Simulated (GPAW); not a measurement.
# PbSe (Clausthalite) (Fm-3m) in GPAW: further runs, part 2 of 2

GPAW 26.7.0. The steps go on from the part before.

### Step 4. Optical spectrum by the Bethe-Salpeter equation, LDA

Contents of run.py:

```python
import numpy as np
from ase.dft.bandgap import bandgap
from ase.io import read, write
from gpaw import GPAW, PW
from gpaw.response.bse import BSE

atoms = read('POSCAR')

calc = GPAW(mode=PW(450),
            xc='LDA',
            kpts={'size': (6, 6, 6), 'gamma': True},
            occupations={'name': 'fermi-dirac', 'width': 0.001},
            nbands=19,
            convergence={'density': 1e-06},
            maxiter=150,
            txt='gpaw.txt')
atoms.calc = calc
energy = atoms.get_potential_energy()
calc.write('gs.gpw')
write('result.traj', atoms)
print(f'Energy: {energy:.6f} eV')
print('Fermi level:', round(calc.get_fermi_level(), 4), 'eV')
print(f'Gap: {bandgap(calc)[0]:.4f} eV, direct: {bandgap(calc, direct=True)[0]:.4f} eV')

dense = calc.fixed_density(kpts={'size': (7, 7, 7), 'gamma': True},
                           nbands=56, convergence={'bands': 50},
                           update_fermi_level=True, txt='dense.txt')
dense.write('dense.gpw', mode='all')
gap = bandgap(dense, direct=True)[0]
print(f'Direct gap on the dense mesh: {gap:.4f} eV')

bse = BSE('dense.gpw',
          ecut=40,
          valence_bands=range(7, 10),
          conduction_bands=range(10, 11),
          nbands=50,
          mode='BSE',
          integrate_gamma='WS',
          direction=0,
          txt='bse.txt',
          eshift=0.28)
bse.get_dielectric_function(w_w=np.linspace(0, 10, 201), eta=0.1, filename='bse.csv', write_eig='eig.dat')
_, energies, weights = np.loadtxt('eig.dat', unpack=True)
bright = energies[weights > 1e-3 * weights.max()]
print(f'Lowest exciton {energies.min():.4f} eV, lowest bright one {bright.min():.4f} eV')
```

Contents of POSCAR:

```
PbSe
1.0
    0.0000000000      3.0606500000      3.0606500000
    3.0606500000      0.0000000000      3.0606500000
    3.0606500000      3.0606500000      0.0000000000
Pb Se
1 1
Direct
    0.0000000000      0.0000000000      0.0000000000
    0.5000000000      0.5000000000      0.5000000000
```

Potentials or basis: the program's PAW data sets (release 1.2.1) made for this functional, pw.

The run is started by

```bash
$ OMP_NUM_THREADS=1 python run.py
```

gpaw.txt:

```text
__  _  _
 | _ |_)|_||  |
 |__||  | ||/\| - 26.7.0

Input parameters:
  mode=PW(ecut=450.00000000000006),
  convergence={'density': 1e-06},
  kpts=MonkhorstPack(size=(6, 6, 6), gamma=True),
  maxiter=150,
  nbands=19,
  occupations=Occupations(name='fermi-dirac', width=0.001),
  xc=XC(name='LDA')

Diagonalizing LCAO Hamiltonian
Converting LCAO to pw mode

                Se

       Pb

Atoms  # Å, Bohr magnetons
|   | symbol |        x |        y |        z |    initial magnetic moments |
|---|--------|----------|----------|----------|-----------------------------|
| 0 |     Pb | 0.000000 | 0.000000 | 0.000000 | ( 0.0000,  0.0000,  0.0000) |
| 1 |     Se | 3.060650 | 3.060650 | 3.060650 | ( 0.0000,  0.0000,  0.0000) |

Unit cell  # Å
| periodic |        x |        y |        z |  lengths |    angles |
|----------|----------|----------|----------|----------|-----------|
|      yes | 0.000000 | 3.060650 | 3.060650 | 4.328413 | 60.000000 |
|      yes | 3.060650 | 0.000000 | 3.060650 | 4.328413 | 60.000000 |
|      yes | 3.060650 | 3.060650 | 0.000000 | 4.328413 | 60.000000 |

Number of symmetries: 48
Symmetry operations  # r_c * U_cc + t_c -> r_c
|    | kind |            matrix            |
|----|------|------------------------------|
|  0 |  σ   |  1, 0, 0,  1, 0,-1,  1,-1, 0 |
|  1 |  C2  |  1, 0, 0,  1,-1, 0,  1, 0,-1 |
|  2 |  E   |  1, 0, 0,  0, 1, 0,  0, 0, 1 |
|  3 |  σ   |  1, 0, 0,  0, 0, 1,  0, 1, 0 |
|  4 |  C4  |  1, 0,-1,  1, 0, 0,  1,-1, 0 |
|  5 |  S6  |  1, 0,-1,  1,-1, 0,  1, 0, 0 |
|  6 |  σ   |  1, 0,-1,  0, 1,-1,  0, 0,-1 |
|  7 |  C3  |  1, 0,-1,  0, 0,-1,  0, 1,-1 |
|  8 |  S6  |  1,-1, 0,  1, 0, 0,  1, 0,-1 |
|  9 |  C4  |  1,-1, 0,  1, 0,-1,  1, 0, 0 |
| 10 |  C3  |  1,-1, 0,  0,-1, 1,  0,-1, 0 |
| 11 |  σ   |  1,-1, 0,  0,-1, 0,  0,-1, 1 |
| 12 |  σ   |  0, 1, 0,  1, 0, 0,  0, 0, 1 |
| 13 |  C4  |  0, 1, 0,  0, 1,-1, -1, 1, 0 |
| 14 |  C3  |  0, 1, 0,  0, 0, 1,  1, 0, 0 |
| 15 |  S6  |  0, 1, 0, -1, 1, 0,  0, 1,-1 |
| 16 |  C2  |  0, 1,-1,  1, 0,-1,  0, 0,-1 |
| 17 |  σ   |  0, 1,-1,  0, 1, 0, -1, 1, 0 |
| 18 |  S4  |  0, 1,-1,  0, 0,-1,  1, 0,-1 |
| 19 |  C4  |  0, 1,-1, -1, 1, 0,  0, 1, 0 |
| 20 |  C3  |  0, 0, 1,  1, 0, 0,  0, 1, 0 |
| 21 |  σ   |  0, 0, 1,  0, 1, 0,  1, 0, 0 |
| 22 |  S6  |  0, 0, 1,  0,-1, 1, -1, 0, 1 |
| 23 |  C4  |  0, 0, 1, -1, 0, 1,  0,-1, 1 |
| 24 |  S4  |  0, 0,-1,  1, 0,-1,  0, 1,-1 |
| 25 |  C3  |  0, 0,-1,  0, 1,-1,  1, 0,-1 |
| 26 |  C2  |  0, 0,-1,  0,-1, 0, -1, 0, 0 |
| 27 |  S6  |  0, 0,-1, -1, 0, 0,  0,-1, 0 |
| 28 |  S4  |  0,-1, 1,  1,-1, 0,  0,-1, 0 |
| 29 |  C4  |  0,-1, 1,  0, 0, 1, -1, 0, 1 |
| 30 |  C2  |  0,-1, 1,  0,-1, 0,  1,-1, 0 |
| 31 |  σ   |  0,-1, 1, -1, 0, 1,  0, 0, 1 |
| 32 |  C3  |  0,-1, 0,  1,-1, 0,  0,-1, 1 |
| 33 |  S6  |  0,-1, 0,  0, 0,-1, -1, 0, 0 |
| 34 |  S4  |  0,-1, 0,  0,-1, 1,  1,-1, 0 |
| 35 |  C2  |  0,-1, 0, -1, 0, 0,  0, 0,-1 |
| 36 |  C2  | -1, 1, 0,  0, 1, 0,  0, 1,-1 |
| 37 |  S6  | -1, 1, 0,  0, 1,-1,  0, 1, 0 |
| 38 |  S4  | -1, 1, 0, -1, 0, 1, -1, 0, 0 |
| 39 |  C3  | -1, 1, 0, -1, 0, 0, -1, 0, 1 |
| 40 |  S6  | -1, 0, 1,  0, 0, 1,  0,-1, 1 |
| 41 |  C2  | -1, 0, 1,  0,-1, 1,  0, 0, 1 |
| 42 |  C3  | -1, 0, 1, -1, 1, 0, -1, 0, 0 |
| 43 |  S4  | -1, 0, 1, -1, 0, 0, -1, 1, 0 |
| 44 |  C2  | -1, 0, 0,  0, 0,-1,  0,-1, 0 |
| 45 |  i   | -1, 0, 0,  0,-1, 0,  0, 0,-1 |
| 46 |  σ   | -1, 0, 0, -1, 1, 0, -1, 0, 1 |
| 47 |  C2  | -1, 0, 0, -1, 0, 1, -1, 1, 0 |

BZ-sampling:
  Number of BZ points: 216
  Number of IBZ points: 16

  Monkhorst-Pack size: [6, 6, 6]
  Monkhorst-Pack shift: [0.08333333333333333, 0.08333333333333333, 0.08333333333333333]

K-points  # in reciprocal-cell coordinates
|     |                                coordinates |     weight |
|-----|--------------------------------------------|------------|
|   0 | (  0.00000000,   0.00000000,   0.00000000) | 0.00462963 |
|   1 | (  0.16666667,   0.16666667,   0.00000000) | 0.02777778 |
|   2 | (  0.16666667,   0.16666667,   0.16666667) | 0.03703704 |
|   3 | (  0.33333333,   0.16666667,   0.16666667) | 0.05555556 |
|   4 | (  0.33333333,   0.33333333,  -0.33333333) | 0.05555556 |
|   5 | (  0.33333333,   0.33333333,   0.00000000) | 0.02777778 |
|   6 | (  0.33333333,   0.33333333,   0.16666667) | 0.11111111 |
|   7 | (  0.33333333,   0.33333333,   0.33333333) | 0.03703704 |
|   8 | (  0.50000000,   0.33333333,  -0.33333333) | 0.11111111 |
|   9 | (  0.50000000,   0.33333333,  -0.16666667) | 0.05555556 |
| ... |                                            |            |
|  15 | (  0.50000000,   0.50000000,   0.50000000) | 0.01851852 |

Plane wave coefficients: 1260
Cutoff: 450.00000000000006 eV

Spin-components: 1 (collinear spins)
Bands:           19
Projectors:      11
Spin-degeneracy: 2
Datatype:        complex128

Density:
  Valence electrons: 20.0
  Components: 1
  Grid points: [24 24 24]
  Charge: 0.0  # |e|

Potential:
  Grid points: [24 24 24]

species:
  Pb:
    name:    Lead
    Z:       82.0
    valence: 14
    core:    68
    charge:  0.0  # [|e|]
    compensation charges:
      type: gauss
      rc: 0.38  # [Å]
      lmax: 2
    cutoffs:
      filter: 2.36  # [Å]
      core: 2.43  # [Å]
    projectors
    | kind |    occ | energy [eV] | rcut [Å] |
    |------|--------|-------------|----------|
    |   6s |  2.000 |     -12.249 |    1.259 |
    |   6p |  2.000 |      -3.713 |    1.275 |
    |   5d | 10.000 |     -21.326 |    1.217 |
    |    s |        |      14.962 |    1.259 |
    |    p |        |      23.498 |    1.275 |
    |    d |        |       5.885 |    1.217 |

    Using partial waves for Pb as LCAO basis

  Se:
    name:    Selenium
    Z:       34.0
    valence: 6
    core:    28
    charge:  0.0  # [|e|]
    compensation charges:
      type: gauss
      rc: 0.27  # [Å]
      lmax: 2
    cutoffs:
      filter: 1.77  # [Å]
      core: 2.67  # [Å]
    projectors
    | kind |    occ | energy [eV] | rcut [Å] |
    |------|--------|-------------|----------|
    |   4s |  2.000 |     -17.472 |    0.847 |
    |   4p |  4.000 |      -6.656 |    1.005 |
    |    s |        |       9.739 |    0.847 |
    |    p |        |      20.555 |    1.005 |
    |    d |        |       0.000 |    0.847 |

    Using partial waves for Se as LCAO basis

Reference energy: -632988.107271  # eV

eigensolver:
  PPCG
  Converge bands: occupied
  niter=2

density mixing:
  MSR1-Mixer
  Pratt-step length: 0.05
  Maximum mixing coefficient: 0.75
  Old densities: 10
  SVD Regularization: 0.005
  Good broyden scale: 1.0
  Trust region scale: 1.0
  Backstep threshold: 4.0
  History deletion threshold: 6.0
  Fourier metric: weight=20.0, sigma=0.015

occupation numbers:
  Fermi-Dirac:
    width: 0.0010  # eV

poisson solver:
  ecut: 3600.0000000000005  # eV

xc functional:
  name: None

convergence criteria:
- Maximum integral of absolute [dens]ity change: 1e-06 electrons / valence electron
- Maximum [total energy] change in last 3 cyles: 0.0005 eV / valence electron
- Maximum integral of absolute [eigenst]ate change: 4e-08 eV^2 / valence electron
maximum number of iterations: 150

SCF iterations
|iter     | |      energy | eigst |  dens |
|---------|-|-------------|-------|-------|
|iter:   1| |   -9.924823 | -0.26 |       |
|iter:   2| |   -9.867224 | -2.15 | -1.25 |
|iter:   3| |   -9.675397 | -2.06 | -1.30 |
|iter:   4| |   -9.673392 | -4.03 | -1.92 |
|iter:   5| |   -9.673084c| -4.76 | -2.33 |
|iter:   6| |   -9.673085c| -5.90 | -3.35 |
|iter:   7| |   -9.673086c| -6.91 | -3.91 |
|iter:   8| |   -9.673086c| -7.82c| -4.57 |
|iter:   9| |   -9.673086c| -8.06c| -5.27 |
|iter:  10| |   -9.673086c| -8.75c| -5.93 |
|iter:  11| |   -9.673086c| -9.03c| -6.77c|

Converged in 11 steps
Energy contributions relative to reference atoms: (reference = -632988.107271)

Energy contributions:
  Kinetic:          14.929573
  Coulomb:         -15.602447
  Zero:             -0.058349
  External:          0.000000
  Xc:               -8.941863
  Entropy:          -0.000000
  Spinorbit:         0.000000
  ----------------------------
  Free energy:      -9.673086
  Extrapolated:     -9.673086

dipole moment: (-25.974736, -25.974736, -25.974736)  # |e|*Ang

Fermi level: 5.892
Eigenvalues  # (at kpt = [0.000, 0.000, 0.000])
| band index |      eig [eV] | occ [0-2] |
|------------|---------------|-----------|
|          0 |       -10.965 |     2.000 |
|        ... |               |           |
|          2 |       -10.957 |     2.000 |
|          3 |       -10.957 |     2.000 |
|          4 |       -10.957 |     2.000 |
|          5 |        -7.859 |     2.000 |
|          6 |        -0.616 |     2.000 |
|          7 |         3.894 |     2.000 |
[... 9 lines left out ...]
|         17 |        14.043 |     0.000 |
|         18 |        14.803 |     0.000 |

Gap: 0.144 eV
Transition (v -> c):
  (s=0, k=15, n=9, [0.50, 0.50, 0.50]) -> (s=0, k=15, n=10, [0.50, 0.50, 0.50])
No difference between direct/indirect transitions
# Writing to gs.gpw (mode='')
```

Run time: 21 min. Hardware: 1 thread of Arm Neoverse V2, shared host; peak memory 0.37 GiB.

What came out:

```yaml
Free_energy: -9.6731 eV
Band_gap_on_the_k_mesh_mean-field_level: 0.14 eV, direct
Exciton_binding_energy: 0.05 eV
```

Lowest exciton energies (eV): 1.03, 1.03, 1.03, 1.03, 1.03, 1.03, 1.03, 1.03

Caveat: the band lists can cut through equal levels, which moves peak heights; on so coarse a mesh excitons come out too strongly bound; on this mesh the treatment of q = 0 moves the result by about a tenth of an eV; the long-wavelength limit can be off by a per cent or two; the static dielectric constant lacks the antiresonant part and is too small; spectra need much finer meshes, so this one isn't converged; spin-orbit coupling is left out, which as a rule narrows the gap of such compounds by several tenths of an eV; an odd mesh through Γ misses points on the zone boundary, where band edges often lie.

### Step 5. Born charges, LDA

Contents of run.py:

```python
import json
import numpy as np
from ase import Atoms
from ase.constraints import FixSymmetry
from ase.io import read, write
from ase.optimize import BFGS
from phonopy import Phonopy
from phonopy.structure.atoms import PhonopyAtoms
from gpaw import GPAW, PW, setup_paths
from gpaw.berryphase import polarization_phase

setup_paths.insert(0, '.')

atoms = read('PbSe.xyz')

calc = GPAW(mode=PW(510),
            xc='LDA',
            kpts={'size': (5, 5, 5), 'gamma': True},
            occupations={'name': 'fermi-dirac', 'width': 0.01},
            nbands=19,
            convergence={'density': 1e-06, 'eigenstates': 1e-09},
            maxiter=150,
            txt='gpaw.txt')
atoms.calc = calc
atoms.set_constraint(FixSymmetry(atoms))
BFGS(atoms, trajectory='relax.traj', logfile='-').run(fmax=0.005, steps=40)
atoms.set_constraint()
energy = atoms.get_potential_energy()
forces = atoms.get_forces()
stress = atoms.get_stress()
calc.write('gs.gpw')
write('result.traj', atoms)
print('Cell:', atoms.cell.cellpar().round(4))
print(atoms.get_scaled_positions().round(5))

n = len(atoms)
unit = PhonopyAtoms(symbols=atoms.get_chemical_symbols(), cell=atoms.cell[:], scaled_positions=atoms.get_scaled_positions())
ph = Phonopy(unit, supercell_matrix=np.eye(3, dtype=int), primitive_matrix=np.eye(3), symprec=1e-4)
ph.generate_displacements(distance=0.01, is_plusminus=True)
forces, phases = [], []
for i, move in enumerate(ph.dataset['first_atoms']):
    b = atoms.copy()
    b.positions[move['number']] += move['displacement']
    c = GPAW(mode=PW(510),
             xc='LDA',
             kpts={'size': (5, 5, 5), 'gamma': True},
             occupations={'name': 'fermi-dirac', 'width': 0.01},
             nbands=19,
             convergence={'density': 1e-06, 'eigenstates': 1e-09},
             maxiter=150,
             symmetry='off',
             txt=f'disp-{i:02d}.txt')
    b.calc = c
    f = b.get_forces()
    forces.append(f - f.mean(axis=0))
    c.write('disp.gpw', 'all')
    phases.append(polarization_phase(gpw_wfs='disp.gpw')['phase_c'])
    print(move['number'], np.round(move['displacement'], 4), 'phases', phases[-1].round(5), flush=True)

# each pair of opposite moves, with its images under the space group
ops, cell, spos = ph.symmetry.symmetry_operations, atoms.cell[:].T, atoms.get_scaled_positions()
moves, dipoles = [[] for a in atoms], [[] for a in atoms]
for move, up, down in zip(ph.dataset['first_atoms'][::2], phases[::2], phases[1::2]):
    dphi = (up - down + np.pi) % (2 * np.pi) - np.pi
    dp = dphi @ atoms.cell[:] / (2 * np.pi)  # e A
    for w, t in zip(ops['rotations'], ops['translations']):
        x = w @ spos[move['number']] + t - spos
        b = np.linalg.norm(x - x.round(), axis=1).argmin()
        R = cell @ w @ np.linalg.inv(cell)
        moves[b].append(R @ move['displacement'] * 2)
        dipoles[b].append(R @ dp)
Z = np.array([np.linalg.lstsq(np.array(u), np.array(p), rcond=None)[0].T for u, p in zip(moves, dipoles)])  # Z[a, i, j] = dp_i / du_j
ph.forces = forces
ph.produce_force_constants()
ph.symmetrize_force_constants()
H = ph.force_constants.transpose(0, 2, 1, 3).reshape((3 * n, 3 * n))
rule = Z.sum(axis=0)
print('Sum of the charges:')
print(rule.round(4))
Z -= rule / n
for a in atoms:
    print(a.symbol)
    print(Z[a.index].round(3))
w = np.repeat(atoms.get_masses()**-0.5, 3)
omega2, modes = np.linalg.eigh(H * w * w[:, None])
nu = np.sign(omega2) * abs(omega2)**0.5 * 521.4709  # cm^-1
dipoles = np.einsum('aij,ajm->mi', Z, (modes * w[:, None]).reshape((n, 3, -1)))  # e / amu^0.5
optical = np.argsort(abs(omega2))[3:]
eps_ion = sum(np.outer(dipoles[m], dipoles[m]) / omega2[m] for m in optical) * 4 * np.pi * 14.399645 / atoms.get_volume()
for m in range(3 * n):
    print(f'{nu[m]:9.2f} cm^-1  IR {(dipoles[m]**2).sum():8.4f} e^2/amu')
print('Lattice part of the dielectric tensor:')
print(eps_ion.round(3))
json.dump({'Z': Z.tolist(), 'rule': rule.tolist(), 'nu': nu.tolist(), 'ir': (dipoles**2).sum(1).tolist(), 'eps_ion': eps_ion.tolist()},
          open('born.json', 'w'))
```

Contents of PbSe.xyz:

```xyz
2
Lattice="0.0000000000 3.0606500000 3.0606500000 3.0606500000 0.0000000000 3.0606500000 3.0606500000 3.0606500000 0.0000000000" Properties=species:S:1:pos:R:3 pbc="T T T"
Pb     0.0000000000      0.0000000000      0.0000000000
Se     3.0606500000      3.0606500000      3.0606500000
```

Potentials or basis: PAW data sets generated in the run's folder for this functional, pw.

The run is started by

```bash
$ gpaw-setup -f LDA Pb Se
$ OMP_NUM_THREADS=1 python run.py
```

gpaw.txt:

```text
__  _  _
 | _ |_)|_||  |
 |__||  | ||/\| - 26.7.0

Input parameters:
  mode=PW(ecut=510.0),
  convergence={'density': 1e-06, 'eigenstates': 1e-09},
  kpts=MonkhorstPack(size=(5, 5, 5), gamma=True),
  maxiter=150,
  nbands=19,
  occupations=Occupations(name='fermi-dirac', width=0.01),
  xc=XC(name='LDA')

Diagonalizing LCAO Hamiltonian
Converting LCAO to pw mode

                Se

       Pb

Atoms  # Å, Bohr magnetons
|   | symbol |        x |        y |        z |    initial magnetic moments |
|---|--------|----------|----------|----------|-----------------------------|
| 0 |     Pb | 0.000000 | 0.000000 | 0.000000 | ( 0.0000,  0.0000,  0.0000) |
| 1 |     Se | 3.060650 | 3.060650 | 3.060650 | ( 0.0000,  0.0000,  0.0000) |

Unit cell  # Å
| periodic |        x |        y |        z |  lengths |    angles |
|----------|----------|----------|----------|----------|-----------|
|      yes | 0.000000 | 3.060650 | 3.060650 | 4.328413 | 60.000000 |
|      yes | 3.060650 | 0.000000 | 3.060650 | 4.328413 | 60.000000 |
|      yes | 3.060650 | 3.060650 | 0.000000 | 4.328413 | 60.000000 |

[... 204 lines left out ...]
  External:          0.000000
  Xc:               -8.908265
  Entropy:           0.000000
  Spinorbit:         0.000000
  ----------------------------
  Free energy:      -9.708546
  Extrapolated:     -9.708546

dipole moment: (-25.965987, -25.965987, -25.965987)  # |e|*Ang

Fermi level: 5.986
Eigenvalues  # (at kpt = [0.000, 0.000, 0.000])
| band index |      eig [eV] | occ [0-2] |
|------------|---------------|-----------|
|          0 |       -10.975 |     2.000 |
|        ... |               |           |
|          2 |       -10.966 |     2.000 |
|          3 |       -10.966 |     2.000 |
|          4 |       -10.966 |     2.000 |
|          5 |        -7.864 |     2.000 |
|          6 |        -0.620 |     2.000 |
|          7 |         3.890 |     2.000 |
[... 9 lines left out ...]
|         17 |        14.041 |     0.000 |
|         18 |        14.800 |     0.000 |

Gap: 1.100 eV
Transition (v -> c):
  (s=0, k=4, n=9, [0.40, 0.20, 0.20]) -> (s=0, k=9, n=10, [0.40, 0.40, 0.40])
Direct/indirect transitions are different
Direct gap: 1.129 eV
Transition at: (s=0, k=9, n=9, [0.40, 0.40, 0.40])

Forces  # eV/Ang
|       x |        y |        z |
|---------|----------|----------|
| 0.00000 |  0.00000 |  0.00000 |  # Pb   0
| 0.00000 | -0.00000 | -0.00000 |  # Se   1

Stress tensor  # eV/Ang^3
|         x |         y |         z |
|-----------|-----------|-----------|
|  0.016497 |  0.000000 | -0.000000 |
|  0.000000 |  0.016497 | -0.000000 |
| -0.000000 | -0.000000 |  0.016497 |

# Writing to gs.gpw (mode='')
```

stdout:

```text
Step          Energy          fmax
BFGS:    0       -9.708546        0.000000
Cell: [ 4.3284  4.3284  4.3284 60.     60.     60.    ]
[[0.  0.  0. ]
 [0.5 0.5 0.5]]
0 [0.     0.0071 0.0071] phases [18.91554 18.84956 18.84956]
0 [ 0.     -0.0071 -0.0071] phases [106.74816  18.84956  18.84956]
1 [0.     0.0071 0.0071] phases [18.78357 18.84956 18.84956]
1 [ 0.     -0.0071 -0.0071] phases [18.91554 18.84956 18.84956]
Sum of the charges:
[[ 0. -0. -0.]
 [ 0.  0. -0.]
 [ 0.  0.  0.]]
Pb
[[ 4.546 -0.    -0.   ]
 [ 0.     4.546 -0.   ]
 [ 0.     0.     4.546]]
Se
[[-4.546  0.     0.   ]
 [ 0.    -4.546  0.   ]
 [ 0.    -0.    -4.546]]
   -17.99 cm^-1  IR   0.3614 e^2/amu
   -17.99 cm^-1  IR   0.3614 e^2/amu
   -17.99 cm^-1  IR   0.3614 e^2/amu
    -0.00 cm^-1  IR   0.0000 e^2/amu
    -0.00 cm^-1  IR   0.0000 e^2/amu
     0.00 cm^-1  IR   0.0000 e^2/amu
Lattice part of the dielectric tensor:
[[-958.525   -0.       0.   ]
 [  -0.    -958.525   -0.   ]
 [   0.      -0.    -958.525]]
```

Run time: 4.2 min. Hardware: 1 thread of Arm Neoverse V2, shared host; peak memory 0.57 GiB.

Results:

```yaml
Free_energy: -9.7085 eV
Pressure_after_relaxing: -2.6 GPa
Highest_phonon_frequency_at_Γ_LO-TO_splitting_left_out: 0 cm⁻¹
```

Final structure:
```cif
data_structure
_symmetry_space_group_name_H-M 'P 1'
_symmetry_Int_Tables_number 1
_cell_length_a 4.3284
_cell_length_b 4.3284
_cell_length_c 4.3284
_cell_angle_alpha 60.000
_cell_angle_beta 60.000
_cell_angle_gamma 60.000
_cell_volume 57.34
loop_
_atom_site_label
_atom_site_type_symbol
_atom_site_fract_x
_atom_site_fract_y
_atom_site_fract_z
_atom_site_occupancy
Pb1 Pb 0.00000 0.00000 0.00000 1
Se1 Se 0.50000 0.50000 0.50000 1
```

Phonon frequencies in cm⁻¹ (negative: imaginary):
| q point | frequencies |
| --- | --- |
| (0.000, 0.000, 0.000) | -18 -18 -18 0 0 0 |

Caveat: the k mesh is coarse; the cutoff is short for stress and forces, so pressures can be off by a GPa or more; some modes are imaginary; the LO-TO splitting is left out; this odd mesh misses L, where the gap lies, so gap, dielectric constants and Born charges aren't listed. The run has no spin-orbit coupling, so splittings on Pb are missing.

### Step 6. Comparison with measurements

Step 4. A measured gap of PbSe is 0.28 eV (direct; 300 K; a printed reference work, monograph); the calculated 0.14 eV misses it by -0.14 eV. 2 values of this kind are on record (0.15 to 0.28 eV); this one was drawn at random. Spin-orbit coupling on Pb, Se is left out. The value is that of LDA on a finite k mesh, which can miss the band edges, without temperature or zero-point motion. Semilocal functionals fall short of measured gaps as a rule.
